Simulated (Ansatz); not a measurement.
**NaF (Fm-3m) at 3 levels of theory**

One geometry, relaxed with PBE; plane waves with PAW potentials in Ansatz, scalar-relativistic. No spin polarisation. Gaps are the least over mesh and band path; pressure is positive in compression, and isn't given for hybrids.

```
Na F
1.0
     0.00000    2.35050    2.35050
     2.35050    0.00000    2.35050
     2.35050    2.35050    0.00000
Na F
1 1
Direct
  0.50000 0.50000 0.50000
  0.00000 0.00000 0.00000
```

| level | cutoff (eV) | k mesh | gap (eV) | pressure (GPa) |
| --- | --- | --- | --- | --- |
| PBE | 420 | 8×8×8 | 6.09 | 0.0 |

Problem. What comes out on the same cell with HSE06, LDA?

Solution.
```json
{"level": "HSE06", "cutoff (eV)": "420", "k mesh": "6×6×6", "gap (eV)": "8.23", "pressure (GPa)": "-"}
{"level": "LDA", "cutoff (eV)": "420", "k mesh": "8×8×8", "gap (eV)": "5.76", "pressure (GPa)": "-5.8"}
```

The cell was reached from a generator's guess, though it ends in a space group that the Crystallography Open Database lists for this formula.
